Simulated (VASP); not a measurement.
# CdS (Greenockite) (P6_3mc) in VASP: a series of runs

One crystal, CdS (Greenockite), is run at these levels: RPBE, revPBE; tasks: relaxation of cell and atoms.

Program: VASP 6.6.1. These are calculated values, not measurements. Logs are shortened: lines on timing, memory, paths and dates and some standing lists are left out, and cuts for length are marked.

## Step 1: Starting point

Symmetry: P6_3mc, No. 186, hexagonal system. The conventional cell has a = 4.150 Å, b = 4.150 Å, c = 6.737 Å, α = 90.00°, β = 90.00°, γ = 120.00°. Around Cd (site symmetry 3m) lie 4 S at 2.53 to 2.54 Å. S (site symmetry 3m) is surrounded by 4 Cd at 2.53 to 2.54 Å.

## Step 2: Relaxation of cell and atoms, RPBE

The input, INCAR:

```
PREC     = Accurate       # precision mode
ENCUT    = 600            # plane-wave cutoff, eV
EDIFF    = 1E-6           # SCF threshold, eV
ISMEAR   = -1             # smearing method
SIGMA    = 0.05           # smearing width, eV
LREAL    = F              # projectors in reciprocal space
LASPH    = T              # aspherical terms in the spheres
NELM     = 80             # most SCF steps
ALGO     = Fast           # electronic algorithm
ISIF     = 3              # what is computed and relaxed
LWAVE    = F              # write WAVECAR
LCHARG   = F              # write CHGCAR
GGA      = RP             # functional
IBRION   = 2              # ionic algorithm
NSW      = 60             # ionic steps
EDIFFG   = -0.02          # ionic threshold
```

The input, KPOINTS:

```
regular mesh
0
Gamma
  7 7 4
```

The input, POSCAR:

```
CdS
1.0
    4.1500000000      0.0000000000      0.0000000000
   -2.0750000000      3.5940054257      0.0000000000
    0.0000000000      0.0000000000      6.7370000000
Cd S
2 2
Direct
    0.6666666667      0.3333333333      0.5000000000
    0.3333333333      0.6666666667      0.0000000000
    0.6666666667      0.3333333333      0.8750000000
    0.3333333333      0.6666666667      0.3750000000
```

Potentials or basis: VASP PAW PBE potentials, release 64 (Cd, S).

Started as:

```bash
cat potpaw_PBE.64/Cd/POTCAR potpaw_PBE.64/S/POTCAR > POTCAR
mpirun -np 1 vasp_std > vasp.out
```

OUTCAR:

```text
PREC = Accurate
   ENCUT = 600
   EDIFF = 1E-6
   ISMEAR = -1
   LREAL = F
   LASPH = T
   NELM = 80
   ISIF = 3
   GGA = RP
   IBRION = 2
   NSW = 60
   EDIFFG = -0.02

 ion  position               nearest neighbor table
   1  0.667  0.333  0.500-   3 2.53   4 2.54   4 2.54   4 2.54
   2  0.333  0.667  0.000-   4 2.53   3 2.54   3 2.54   3 2.54
   3  0.667  0.333  0.875-   1 2.53   2 2.54   2 2.54   2 2.54
   4  0.333  0.667  0.375-   2 2.53   1 2.54   1 2.54   1 2.54

  LATTYP: Found a hexagonal cell.
 ALAT       =     4.1500000000
 C/A-ratio  =     1.6233734940

  Lattice vectors:

 A1 = (   4.1500000000,   0.0000000000,   0.0000000000)
 A2 = (  -2.0750000000,   3.5940054257,   0.0000000000)
 A3 = (   0.0000000000,   0.0000000000,   6.7370000000)

Analysis of symmetry for initial positions (statically):
=====================================================================
 Subroutine PRICEL returns:
 Original cell was already a primitive cell.

 Routine SETGRP: Setting up the symmetry group for a
 hexagonal supercell.

 Subroutine GETGRP returns: Found 12 space group operations
 (whereof  6 operations were pure point group operations)
 out of a pool of 24 trial point group operations.

The static configuration has the point symmetry C_3v.
 The point group associated with its full space group is C_6v.

Analysis of symmetry for dynamics (positions and initial velocities):
=====================================================================
 Subroutine PRICEL returns:
 Original cell was already a primitive cell.

 Routine SETGRP: Setting up the symmetry group for a
 hexagonal supercell.

 Subroutine GETGRP returns: Found 12 space group operations
 (whereof  6 operations were pure point group operations)
 out of a pool of 24 trial point group operations.

The dynamic configuration has the point symmetry C_3v.
 The point group associated with its full space group is C_6v.

 Subroutine INISYM returns: Found 12 space group operations
 (whereof  6 operations are pure point group operations),
 and found     1 'primitive' translations

----------------------------------------------------------------------------------------

                                     Primitive cell

  volume of cell :     100.4832

  direct lattice vectors                    reciprocal lattice vectors
     4.150000000  0.000000000  0.000000000     0.240963855  0.139120547  0.000000000
    -2.075000000  3.594005426  0.000000000     0.000000000  0.278241094  0.000000000
     0.000000000  0.000000000  6.737000000     0.000000000  0.000000000  0.148434021

  length of vectors
     4.150000000  4.150000000  6.737000000     0.278241094  0.278241094  0.148434021

  position of ions in fractional coordinates (direct lattice)
     0.666666667  0.333333333  0.500000000
     0.333333333  0.666666667  0.000000000
     0.666666667  0.333333333  0.875000000
     0.333333333  0.666666667  0.375000000

  ion indices of the primitive-cell ions
   primitive index   ion index
                 1           1
                 2           2
                 3           3
                 4           4

----------------------------------------------------------------------------------------

 KPOINTS: regular mesh

Automatic generation of k-mesh.
 Grid dimensions read from file:
 generate k-points for:    7    7    4

 Generating k-lattice:

  Cartesian coordinates                     Fractional coordinates (reciprocal lattice)
     0.034423408  0.019874364  0.000000000     0.142857143  0.000000000  0.000000000
     0.000000000  0.039748728  0.000000000     0.000000000  0.142857143  0.000000000
     0.000000000  0.000000000  0.037108505     0.000000000  0.000000000  0.250000000

  Length of vectors
     0.039748728  0.039748728  0.037108505

  Shift w.r.t. Gamma in fractional coordinates (k-lattice)
     0.000000000  0.000000000  0.000000000

 Subroutine IBZKPT returns following result:
 ===========================================

 Found     24 irreducible k-points:

 Following reciprocal coordinates:
            Coordinates               Weight
  0.000000  0.000000  0.000000      1.000000
  0.142857 -0.000000  0.000000      6.000000
  0.285714 -0.000000  0.000000      6.000000
  0.428571 -0.000000  0.000000      6.000000
  0.142857  0.142857  0.000000      6.000000
  0.285714  0.142857  0.000000     12.000000
[... 16 lines left out ...]
  0.428571  0.142857  0.500000      6.000000
  0.285714  0.285714  0.500000      6.000000
   k-points           NKPTS =     24   k-points in BZ     NKDIM =     24   number of bands    NBANDS=     22
   number of dos      NEDOS =    301   number of ions     NIONS =      4
   total plane-waves  NPLWV =  69984
   dimension x,y,z NGX =    36 NGY =   36 NGZ =   54
   dimension x,y,z NGXF=    72 NGYF=   72 NGZF=  108
   ions per type =               2   2
   NGX,Y,Z   is equivalent  to a cutoff of  14.42, 14.42, 13.33 a.u.
   NGXF,Y,Z  is equivalent  to a cutoff of  28.84, 28.84, 26.65 a.u.
 SYSTEM =  unknown system
   PREC   = accura    normal or accurate (medium, high low for compatibility)
   ISTART =      0    job   : 0-new  1-cont  2-samecut
   ICHARG =      2    charge: 1-file 2-atom 10-const
   ISPIN  =      1    spin polarized calculation?
   LNONCOLLINEAR =      F non collinear calculations
   LSORBIT =      F    spin-orbit coupling
   LASPH  =      T    aspherical Exc in radial PAW
   ENCUT  =  600.0 eV  44.10 Ry    6.64 a.u.   8.29  8.29 13.46*2*pi/ulx,y,z
   NELM   =     80;   NELMIN=  2; NELMDL= -5     # of ELM steps
   EDIFF  = 0.1E-05   stopping-criterion for ELM
   LREAL  =      F    real-space projection
   EDIFFG = -.2E-01   stopping-criterion for IOM
   NSW    =     60    number of steps for IOM
   IBRION =      2    ionic relax: 0-MD 1-quasi-New 2-CG
   NFREE  =      1    steps in history (QN), initial steepest desc. (CG)
   ISIF   =      3    stress and relaxation
   ISYM   =      2    0-nonsym 1-usesym 2-fastsym
   POTIM  = 0.5000    time-step for ionic-motion
   TEBEG  =    0.0;   TEEND  =   0.0 temperature during run
   PSTRESS=    0.0 pullay stress
   NELECT =      36.0000    total number of electrons
   NUPDOWN=      -1.0000    fix difference up-down
   EMIN   =  10.00;   EMAX   =-10.00  energy-range for DOS
   EFERMI =   0.00;   METHOD = LEGACY
   ISMEAR =    -1;   SIGMA  =   0.05  broadening in eV -4-tet -1-fermi 0-gaus
   EFERMI_NEDOS =   21; number of points for ismear=-14 and -15
   IALGO  =     68    algorithm
   IMIX   =      4    mixing-type and parameters
     AMIX     =   0.40;   BMIX     =  1.00
     AMIX_MAG =   1.60;   BMIX_MAG =  1.00
  volume/ion in A,a.u.               =      25.12       169.52
  Fermi-wavevector in a.u.,A,eV,Ry     =   1.162727  2.197236 18.394190  1.351935
  Thomas-Fermi vector in A             =   2.299285
   LORBIT       =      0    0 simple, 1 ext, 2 COOP (PROOUT), +10 PAW based schemes
   GGA     = RP    functional components
   LHFCALC =     F    Hartree Fock is set to
   AEXX    =    0.0000 exact exchange contribution
   IVDW    =     0    specifies the selected vdW correction
   LEPSILON=     F    determine dielectric tensor
   LRPA    =     F    only Hartree local field effects (RPA)
 conjugate gradient relaxation of ions
 non-spin polarized calculation
 RMM-DIIS sequential band-by-band and
  energy-cutoff  :      600.00
  volume of cell :      100.48
 maximum number of plane-waves:      3376
 NGX is ok and might be reduce to    36
   NGX = 17   NGY = 17   NGZ = 27

--------------------------------------- Ionic step        1  -------------------------------------------

 number of electron      36.0000008 magnetization

 Free energy of the ion-electron system (eV)
  ---------------------------------------------------
  ext. energy  EPLUGINS =         0.00000000
  ---------------------------------------------------
  free energy    TOTEN  =       -10.94515523 eV

  energy without entropy =      -10.94515520  energy(sigma->0) =      -10.94515521

------------------------ aborting loop because EDIFF is reached ----------------------------------------

  FORCE on cell =-STRESS in cart. coord.  units (eV):
  Direction    XX          YY          ZZ          XY          YZ          ZX
  --------------------------------------------------------------------------------------
  -------------------------------------------------------------------------------------
  Total        2.7209858      2.7209858      3.1404053      0.0000000      0.0000000      0.0000000
  in kB       43.3853887     43.3853887     50.0729192      0.0000000      0.0000000      0.0000000
  external PRESSURE =      45.6145655 kB  Pullay stress =       0.0000000 kB

 VOLUME and BASIS-vectors are now :
 -----------------------------------------------------------------------------
  energy-cutoff  :      600.00
  volume of cell :      100.48
      direct lattice vectors                 reciprocal lattice vectors
     4.150000000  0.000000000  0.000000000     0.240963855  0.139120547  0.000000000
    -2.075000000  3.594005426  0.000000000     0.000000000  0.278241094  0.000000000
     0.000000000  0.000000000  6.737000000     0.000000000  0.000000000  0.148434021
[... 39 lines left out ...]
 POSITION                                       TOTAL-FORCE (eV/Angst)
 -----------------------------------------------------------------------------------
      2.14310      1.23732      3.49250         0.000000     -0.000000     -0.005047
     -0.00000      2.47463      6.98859        -0.000000      0.000000     -0.005047
      2.14310      1.23732      6.12172        -0.000000      0.000000      0.005047
     -0.00000      2.47463      2.62564         0.000000     -0.000000      0.005047
 -----------------------------------------------------------------------------------
    total drift:                               -0.000000      0.000000      0.000319

  FREE ENERGIE OF THE ION-ELECTRON SYSTEM (eV)
  ---------------------------------------------------
  free  energy   TOTEN  =       -11.0510649820 eV

  energy  without entropy=      -11.0510646533  energy(sigma->0) =      -11.05106482

--------------------------------------- Ionic step        3  -------------------------------------------

 number of electron      35.9999990 magnetization

 Free energy of the ion-electron system (eV)
  ---------------------------------------------------
  ext. energy  EPLUGINS =         0.00000000
  ---------------------------------------------------
  free energy    TOTEN  =       -11.05783781 eV

  energy without entropy =      -11.05783761  energy(sigma->0) =      -11.05783771

 E-fermi :   1.3186     XC(G=0):  -8.4485

 val. band max:        0.6916468140   @ k =   0.0000   0.0000   0.0000
 cond. band min:       1.8759736949   @ k =   0.0000   0.0000   0.0000
 fundamental gap:      1.1843268808
 Fermi energy:         1.3185821572

 k-point     1 :       0.0000    0.0000    0.0000
  band No.  band energies     occupation
      1     -11.1338      2.00000
      2     -10.7941      2.00000
      3      -6.7452      2.00000
      4      -6.7371      2.00000
      5      -6.7371      2.00000
      6      -6.6715      2.00000
[... 14 lines left out ...]
     21       7.2592      0.00000
     22       7.2594      0.00000
[... 595 lines left out ...]
 POSITION                                       TOTAL-FORCE (eV/Angst)
 -----------------------------------------------------------------------------------
      2.12874      1.22903      3.46635        -0.000000      0.000000     -0.013502
     -0.00000      2.45805      6.93553         0.000000     -0.000000     -0.013502
      2.12874      1.22903      6.07390        -0.000000      0.000000      0.013502
     -0.00000      2.45805      2.60472         0.000000     -0.000000      0.013502
 -----------------------------------------------------------------------------------
    total drift:                               -0.000000      0.000000     -0.000402

  FREE ENERGIE OF THE ION-ELECTRON SYSTEM (eV)
  ---------------------------------------------------
  free  energy   TOTEN  =       -11.0578378087 eV

  energy  without entropy=      -11.0578376120  energy(sigma->0) =      -11.05783771

 reached required accuracy - stopping structural energy minimisation
```

Run time: 1.8 min. Hardware: 1 thread of AMD EPYC 9R45 (Zen 5), shared host; peak memory 0.25 GiB.

What came out:

- Free energy: -11.0578 eV
- Relaxed volume: 27.23 Å³/atom
- Relaxed cell: a = 4.257 Å, b = 4.257 Å, c = 6.938 Å, α = 90.00°, β = 90.00°, γ = 120.00°
- Space group after relaxing (to 0.05 Å): P6_3mc (No. 186)
- Energy gained by relaxing: 28.2 meV/atom
- Ionic steps: 3
- Pressure after relaxing: 0.0 GPa
- Largest force after relaxing: 0.014 eV/Å
- Band gap on the k mesh: 1.18 eV, direct

Forces in eV/Å, atoms in the order of the input:
```
Cd   0.000  0.000 -0.014
Cd   0.000  0.000 -0.014
S    0.000  0.000  0.014
S    0.000  0.000  0.014
```

The path:
| step | energy change (eV) | largest force (eV/Å) | pressure (GPa) | volume (Å³) |
| --- | --- | --- | --- | --- |
| 1 | 0.0000 | 0.0715 | 4.56 | 100.48 |
| 2 | -0.1059 | 0.0050 | -0.94 | 111.25 |
| 3 | -0.1127 | 0.0135 | 0.04 | 108.92 |

Final structure:
```
Cd S
1.0
     4.25747    0.00000    0.00000
    -2.12874    3.68708    0.00000
     0.00000    0.00000    6.93836
Cd S
2 2
Cartesian
  2.1287 1.2290 3.4664
  0.0000 2.4581 6.9355
  2.1287 1.2290 6.0739
  0.0000 2.4581 2.6047
```

Caveat: the PAW data sets were made with another functional, which shifts forces and pressure a little.

[end of part 1 of 2]
